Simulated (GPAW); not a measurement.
# ZnO (zincite) (P6_3mc) in GPAW: further runs, part 2 of 2

GPAW 26.7.0. The steps go on from the part before.

### Step 4. Band structure, LDA

The input, run.py:

```python
from ase.dft.bandgap import bandgap
from ase.io import read, write
from ase.units import GPa
from gpaw import GPAW, PW

atoms = read('ZnO.cif')

calc = GPAW(mode=PW(1600),
            xc='LDA',
            kpts={'size': (6, 6, 3), 'gamma': True},
            occupations={'name': 'fermi-dirac', 'width': 0.05},
            setups='hgh',
            nbands=-13,
            convergence={'density': 1e-05, 'energy': 1e-05},
            maxiter=150,
            txt='gpaw.txt')
atoms.calc = calc
energy = atoms.get_potential_energy()
forces = atoms.get_forces()
stress = atoms.get_stress()
calc.write('gs.gpw')
write('result.traj', atoms)
print(f'Energy: {energy:.6f} eV')
print('Forces (eV/A):')
print(forces.round(4))
print('Stress (GPa):', (stress / GPa).round(3))
print('Fermi level:', round(calc.get_fermi_level(), 4), 'eV')
print(f'Gap: {bandgap(calc)[0]:.4f} eV, direct: {bandgap(calc, direct=True)[0]:.4f} eV')

path = atoms.cell.bandpath('GMKGALHA,LM,KH', npoints=60, eps=1e-4)
bs_calc = calc.fixed_density(kpts=path, symmetry='off', nbands=-23,
                             convergence={'bands': 'CBM+6.0', 'eigenstates': 1e-6}, txt='bands.txt')
bs = bs_calc.band_structure()
bs.write('bs.json')
print(f'Gap on the path: {bandgap(bs_calc)[0]:.4f} eV')
```

The input, ZnO.cif:

```cif
data_ZnO
_cell_length_a 3.24930800
_cell_length_b 3.24930800
_cell_length_c 5.20570900
_cell_angle_alpha 90.00000000
_cell_angle_beta 90.00000000
_cell_angle_gamma 120.00000000
_space_group_name_H-M_alt 'P6_3mc'
_space_group_name_Hall 'P 6c -2c'
_space_group_IT_number 186
loop_
_space_group_symop_operation_xyz
'x,y,z'
'x-y,x,z+1/2'
'-y,x-y,z'
'-x,-y,z+1/2'
'-x+y,-x,z'
'y,-x+y,z+1/2'
'y,x,z+1/2'
'x,x-y,z'
'x-y,-y,z+1/2'
'-y,-x,z'
'-x,-x+y,z+1/2'
'-x+y,y,z'
loop_
_atom_site_label
_atom_site_type_symbol
_atom_site_symmetry_multiplicity
_atom_site_Wyckoff_symbol
_atom_site_fract_x
_atom_site_fract_y
_atom_site_fract_z
_atom_site_occupancy
Zn1 Zn 2 b 0.6666666667 0.3333333333 0.0000000000 1
O1 O 2 b 0.3333333333 0.6666666667 0.8790100000 1
```

Potentials or basis: HGH pseudopotentials, pw.

Command:

```bash
> OMP_NUM_THREADS=1 python run.py
```

gpaw.txt:

```text
__  _  _
 | _ |_)|_||  |
 |__||  | ||/\| - 26.7.0

Input parameters:
  mode=PW(ecut=1600.0),
  convergence={'density': 1e-05, 'energy': 1e-05},
  kpts=MonkhorstPack(size=(6, 6, 3), gamma=True),
  maxiter=150,
  nbands=-13,
  occupations=Occupations(name='fermi-dirac', width=0.05),
  setups={'default': 'hgh'},
  xc=XC(name='LDA')

Diagonalizing LCAO Hamiltonian
Converting LCAO to pw mode

        O

        Zn

           O

           Zn

Atoms  # Å, Bohr magnetons
|   | symbol |         x |        y |        z |    initial magnetic moments |
|---|--------|-----------|----------|----------|-----------------------------|
| 0 |     Zn |  1.624654 | 0.937994 | 0.000000 | ( 0.0000,  0.0000,  0.0000) |
| 1 |     Zn |  0.000000 | 1.875989 | 2.602854 | ( 0.0000,  0.0000,  0.0000) |
| 2 |      O | -0.000000 | 1.875989 | 4.575870 | ( 0.0000,  0.0000,  0.0000) |
| 3 |      O |  1.624654 | 0.937994 | 1.973016 | ( 0.0000,  0.0000,  0.0000) |

Unit cell  # Å
[... 152 lines left out ...]
Converged in 10 steps
Energy contributions relative to reference atoms: (reference = 0.000000)

Energy contributions:
  Kinetic:         746.715085
  Coulomb:       -1373.115909
  Zero:            -96.671383
  External:          0.000000
  Xc:             -213.377123
  Entropy:          -0.000000
  Spinorbit:         0.000000
  ----------------------------
  Free energy:    -936.449330
  Extrapolated:   -936.449330

dipole moment: (-0.000002, 0.000001, -3.829964)  # |e|*Ang

Fermi level: 1.388
Eigenvalues  # (at kpt = [0.000, 0.000, 0.000])
| band index |      eig [eV] | occ [0-2] |
|------------|---------------|-----------|
|          0 |       -16.129 |     2.000 |
|          1 |       -15.176 |     2.000 |
|          2 |        -4.018 |     2.000 |
|          3 |        -0.205 |     2.000 |
|          4 |        -0.204 |     2.000 |
|          5 |         0.353 |     2.000 |
[... 8 lines left out ...]
|         14 |        15.626 |     0.000 |
|         15 |        15.666 |     0.000 |
|        ... |               |           |
|         20 |        21.310 |     0.000 |

Gap: 2.313 eV
Transition (v -> c):
  (s=0, k=0, n=7, [0.00, 0.00, 0.00]) -> (s=0, k=0, n=8, [0.00, 0.00, 0.00])
No difference between direct/indirect transitions

Forces  # eV/Ang
|        x |        y |        z |
|----------|----------|----------|
| -0.00000 |  0.00000 |  0.04087 |  # Zn   0
|  0.00000 | -0.00000 |  0.04078 |  # Zn   1
|  0.00000 |  0.00000 | -0.03931 |  # O    2
| -0.00000 |  0.00000 | -0.04724 |  # O    3

Stress tensor  # eV/Ang^3
|         x |         y |         z |
|-----------|-----------|-----------|
|  0.403809 | -0.000000 | -0.000000 |
| -0.000000 |  0.403809 |  0.000000 |
| -0.000000 |  0.000000 |  0.394726 |

# Writing to gs.gpw (mode='')
```

bands.txt:

```text
Diagonalizing LCAO Hamiltonian
Converting LCAO to pw mode
convergence criteria:
- Maximum integral of absolute [eigenst]ate change: 1e-06 eV^2 / valence electron
maximum number of iterations: 150

SCF iterations
|iter     | |      energy | eigst |  dens |
[... 66 lines left out ...]
         [0.5       , 0.        , 0.25      ],
         [0.5       , 0.        , 0.125     ],
         [0.5       , 0.        , 0.        ],
         [0.33333333, 0.33333333, 0.        ],
         [0.33333333, 0.33333333, 0.1       ],
         [0.33333333, 0.33333333, 0.2       ],
         [0.33333333, 0.33333333, 0.3       ],
         [0.33333333, 0.33333333, 0.4       ],
         [0.33333333, 0.33333333, 0.5       ]])),
  maxiter=150,
  nbands=-23,
  occupations=Occupations(name='fermi-dirac', width=0.05),
  setups={'default': 'hgh'},
  symmetry=Symmetry(point_group=False, time_reversal=False),
  xc=XC(name='LDA')
```

Wall time 2 min (1 thread of Arm Neoverse V2, shared host); peak memory 0.6 GiB.

Results:

```
Free energy             : -936.4493 eV
Pressure                : -64.2 GPa
Largest force           : 0.047 eV/Å
Band gap on the k mesh  : 2.31 eV, direct
Band gap along the path : 2.31 eV, direct
```

Forces in eV/Å, atoms in the order of the input:
```
Zn   0.000  0.000  0.041
Zn   0.000  0.000  0.041
O    0.000  0.000 -0.039
O    0.000  0.000 -0.047
```

Levels at the corners of the path, in eV from the valence-band top:
| point | band 4 | band 5 | band 6 | band 7 | band 8 | band 9 | band 10 |
| --- | --- | --- | --- | --- | --- | --- | --- |
| Γ | -0.62 | -0.62 | -0.06 | -0.06 | 0.00 | 2.31 | 6.59 |
| M | -3.15 | -2.43 | -1.61 | -1.14 | -0.54 | 7.17 | 7.90 |
| K | -3.02 | -3.02 | -1.68 | -1.68 | -1.56 | 8.49 | 9.05 |
| Γ | -0.62 | -0.62 | -0.06 | -0.06 | 0.00 | 2.31 | 6.59 |
| A | -2.64 | -0.34 | -0.34 | -0.34 | -0.34 | 4.95 | 4.95 |
| L | -4.08 | -1.10 | -1.10 | -1.03 | -1.03 | 6.81 | 6.81 |
| H | -3.62 | -2.55 | -2.55 | -0.74 | -0.74 | 8.94 | 8.94 |
| A | -2.64 | -0.34 | -0.34 | -0.34 | -0.34 | 4.95 | 4.95 |
| L | -4.08 | -1.10 | -1.10 | -1.03 | -1.03 | 6.81 | 6.81 |
| M | -3.15 | -2.43 | -1.61 | -1.14 | -0.54 | 7.17 | 7.90 |
| K | -3.02 | -3.02 | -1.68 | -1.68 | -1.56 | 8.49 | 9.05 |
| H | -3.62 | -2.55 | -2.55 | -0.74 | -0.74 | 8.94 | 8.94 |

Caveat: the k mesh is coarse; a pressure of tens of GPa on the cell as given is suspect, and the run, the potentials or the cell itself is likely at fault; HGH potentials are hard and often keep d shells in the core, so these values are rough. Expect the measured gap to be larger: semilocal functionals such as LDA lack the derivative discontinuity.

### Step 5. Comparison with measurements

Step 2. A measured gap of ZnO is 3.37 eV (quoted in “Electronic structure of alkaline earth and post-transition metal oxides”, 2009, arxiv:0908.1581); the calculated 0.72 eV misses it by -2.65 eV. So large a miss can be the level of theory's own, or it may mean another phase, state or a wrong row. The value is that of PBEint, without temperature or zero-point motion.
